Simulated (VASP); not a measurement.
Input of a VASP 6.6.1 run:

The input INCAR:

```
SYSTEM = WS2
PREC = Accurate ; ENCUT = 520
EDIFF = 1E-6 ; ISMEAR = 0
SIGMA = 0.05 ; LREAL = .False.
LASPH = .True. ; NELM = 80
ALGO = Normal ; ISIF = 2
LWAVE = .False. ; LCHARG = .False.
ISPIN = 2 ; MAGMOM = 0.5 0 0
LORBIT = 11 ; NUPDOWN = 2
LMAXMIX = 4 ; LDAU = .True.
LDAUTYPE = 2 ; LDAUL = 2 -1
LDAUU = 2 0 ; LDAUJ = 0 0
LDAUPRINT = 1 ; GGA = PE
```

File KPOINTS:

```
regular mesh
0
Gamma
  6 6 6
  0 0 0
```

The input POSCAR:

```
WS2
1.0
    0.0000000000      3.0079352200      3.0079352200
    3.0079352200      0.0000000000      3.0079352200
    3.0079352200      3.0079352200      0.0000000000
W S
1 2
Direct
    0.0000000000      0.0000000000      0.0000000000
    0.2500000000      0.2500000000      0.2500000000
    0.7500000000      0.7500000000      0.7500000000
```

Potentials or basis: VASP PAW PBE potentials, release 64 (W_sv, S).

Run with:

```console
$ cat potpaw_PBE.64/W_sv/POTCAR potpaw_PBE.64/S/POTCAR > POTCAR
$ mpirun -np 1 vasp_std > vasp.out
```

(1) What does it give for the pressure?

Results:

(1) -1.9 GPa.

Caveat: the moment is held away from its start; the total moment is fixed, so each spin has its own Fermi level.
